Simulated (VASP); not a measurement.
## CdS in VASP 6.6.1, single-point calculation

INCAR

```
NELM = 120
IBRION = -1
ISMEAR = 1
SIGMA = 0.2
LREAL = .FALSE.
LASPH = .TRUE.
GGA = PE
EDIFF = 1E-7
LCHARG = .FALSE.
ENCUT = 520
NBANDS = 16
LWAVE = .FALSE.
ISIF = 2
ALGO = VeryFast
NSW = 0
PREC = Accurate
```

KPOINTS

```
KPOINTS created by Atomic Simulation Environment
0
Gamma
8 8 8
0 0 0
```

POSCAR

```
Cd S
 1.0000000000000000
     0.0000000000000000    3.0567834368000000    3.0567834368000000
     3.0567834368000000    0.0000000000000000    3.0567834368000000
     3.0567834368000000    3.0567834368000000    0.0000000000000000
 Cd  S
   1   1
Cartesian
  0.0000000000000000  0.0000000000000000  0.0000000000000000
  1.5283917183999998  1.5283917183999998  1.5283917183999998
```

The recommended PBE PAW datasets give the neutral cell 18 valence electrons.

Command

```
mpirun -np 1 vasp_std
```

OSZICAR

```
N       E                     dE             d eps       ncg     rms          rms(c)
RMM:   1     0.188953288006E+03    0.18895E+03   -0.55064E+03   464   0.813E+02
RMM:   2     0.404127033044E+02   -0.14854E+03   -0.14011E+03   464   0.205E+02
RMM:   3     0.371721422270E+00   -0.40041E+02   -0.30593E+02   464   0.981E+01
RMM:   4    -0.550125312151E+01   -0.58730E+01   -0.44862E+01   464   0.396E+01
RMM:   5    -0.647562389934E+01   -0.97437E+00   -0.70356E+00   464   0.164E+01
RMM:   6    -0.663096891853E+01   -0.15535E+00   -0.12528E+00   464   0.691E+00
RMM:   7    -0.665955530263E+01   -0.28586E-01   -0.25896E-01   464   0.335E+00
RMM:   8    -0.666598595129E+01   -0.64306E-02   -0.60328E-02   464   0.170E+00
RMM:   9    -0.666751178772E+01   -0.15258E-02   -0.14571E-02  1149   0.879E-01
RMM:  10    -0.666803927596E+01   -0.52749E-03   -0.50956E-03  1148   0.503E-01
RMM:  11    -0.666811862394E+01   -0.79348E-04   -0.69221E-04  1179   0.204E-01
RMM:  12    -0.666814410864E+01   -0.25485E-04   -0.24867E-04  1171   0.117E-01    0.606E+00
RMM:  13    -0.610874995988E+01    0.55939E+00   -0.82643E-01  1793   0.497E+00    0.520E+00
RMM:  14    -0.608567438034E+01    0.23076E-01   -0.32105E-02  1472   0.110E+00    0.265E+00
RMM:  15    -0.608450382093E+01    0.11706E-02   -0.82249E-03  1274   0.962E-01    0.174E-01
RMM:  16    -0.608491404183E+01   -0.41022E-03   -0.92835E-04  1073   0.257E-01    0.126E-01
RMM:  17    -0.608514199060E+01   -0.22795E-03   -0.20254E-04  1059   0.131E-01    0.504E-02
RMM:  18    -0.608518763015E+01   -0.45640E-04   -0.77587E-05  1082   0.649E-02    0.571E-03
RMM:  19    -0.608519160294E+01   -0.39728E-05   -0.11976E-05  1077   0.280E-02    0.741E-03
RMM:  20    -0.608519191101E+01   -0.30807E-06   -0.29711E-06  1100   0.148E-02    0.269E-03
RMM:  21    -0.608519205373E+01   -0.14273E-06   -0.71855E-07  1084   0.663E-03    0.131E-03
RMM:  22    -0.608519206165E+01   -0.79131E-08   -0.13918E-07   821   0.296E-03
   1 F= -.60851921E+01 E0= -.60857395E+01  d E =0.164221E-02
```

From OUTCAR

```
k-points           NKPTS =     29   k-points in BZ     NKDIM =     29   number of bands    NBANDS=     16

   NELECT =      18.0000    total number of electrons

   dimension x,y,z NGX =    32 NGY =   32 NGZ =   32
   dimension x,y,z NGXF=    64 NGYF=   64 NGZF=   64

  energy-cutoff  :      520.00
  volume of cell :       57.12
      direct lattice vectors                 reciprocal lattice vectors
     0.000000000  3.056783437  3.056783437    -0.163570632  0.163570632  0.163570632
     3.056783437  0.000000000  3.056783437     0.163570632 -0.163570632  0.163570632
     3.056783437  3.056783437  0.000000000     0.163570632  0.163570632 -0.163570632

 k-points in reciprocal lattice and weights: KPOINTS created by Atomic Simulation Env
   0.00000000  0.00000000  0.00000000       0.002
   0.12500000  0.00000000  0.00000000       0.016
   0.25000000  0.00000000  0.00000000       0.016
   0.37500000  0.00000000  0.00000000       0.016
   0.50000000  0.00000000  0.00000000       0.008
   0.12500000  0.12500000  0.00000000       0.012
   0.25000000  0.12500000  0.00000000       0.047
   0.37500000  0.12500000  0.00000000       0.047
   ...

 E-fermi :   0.2798

 k-point     1 :       0.0000    0.0000    0.0000
  band No.  band energies     occupation
      1     -11.3923      2.00000
      2      -7.1183      2.00000
      3      -7.1183      2.00000
      4      -7.1183      2.00000
      5      -6.8060      2.00000
      6      -6.8060      2.00000
      7       0.2176      1.49906
      8       0.2176      1.49906
      9       0.2176      1.49905
     10       1.0479     -0.00000
     11       6.7410      0.00000
     12       6.7410      0.00000
     13       6.7410      0.00000
     14      10.8765      0.00000
     15      11.4596      0.00000
     16      11.4596      0.00000

 k-point     2 :       0.1250    0.0000    0.0000
  band No.  band energies     occupation
      1     -11.3475      2.00000
      2      -7.1032      2.00000
      3      -7.1032      2.00000
      4      -7.0719      2.00000
      5      -6.8065      2.00000
      6      -6.8065      2.00000
      7      -0.7275      2.00000
      8       0.1257      1.96433
      9       0.1257      1.96433
     10       1.8767     -0.00000
     11       6.4473      0.00000
     12       6.9059      0.00000
     13       6.9059      0.00000
     14      10.9160      0.00000
     15      10.9160      0.00000
     16      11.5462      0.00000

 k-point     3 :       0.2500    0.0000    0.0000
  band No.  band energies     occupation
      1     -11.2391      2.00000
      2      -7.0705      2.00000
      3      -7.0705      2.00000
      4      -6.9203      2.00000
      5      -6.8026      2.00000
      6      -6.8026      2.00000
      7      -1.9620      2.00000
      8      -0.0829      2.02784
      9      -0.0829      2.02784
     10       2.6691     -0.00000
     11       6.3313      0.00000
     12       7.1712      0.00000
     13       7.1712      0.00000
     14      10.6883      0.00000
     15      10.6883      0.00000
     16      11.1739      0.00000

 ...

  Total       -1.3642957     -1.3642957     -1.3642957     -0.0000000      0.0000000      0.0000000
  in kB      -38.2644143    -38.2644143    -38.2644143     -0.0000000      0.0000000      0.0000000
  external PRESSURE =     -38.2644143 kB  Pullay stress =       0.0000000 kB

 POSITION                                       TOTAL-FORCE (eV/Angst)
 -----------------------------------------------------------------------------------
      0.00000      0.00000      0.00000        -0.000000     -0.000000     -0.000000
      1.52839      1.52839      1.52839         0.000000      0.000000      0.000000
 -----------------------------------------------------------------------------------
    total drift:                               -0.000001     -0.000001     -0.000000

  FREE ENERGIE OF THE ION-ELECTRON SYSTEM (eV)
  ---------------------------------------------------
  free  energy   TOTEN  =        -6.0851920616 eV

  energy  without entropy=       -6.0868342740  energy(sigma->0) =       -6.08573947
```

It converged. Results: gap between bands v and c on the k mesh 0.83 eV; least direct gap on the k mesh 0.83 eV; pressure -3.8 GPa. Band v is the last that the valence electrons fill when counted band by band, and c is the next.

For comparison, a separate PBE run of the intended cell, on usual settings and not on those above, gives a gap of 0.83 eV on its mesh and a pressure of -3.8 GPa.

The run above took about 24 s on one core of a shared host (Intel Xeon Platinum 8488C) and held 0.18 GiB at most.
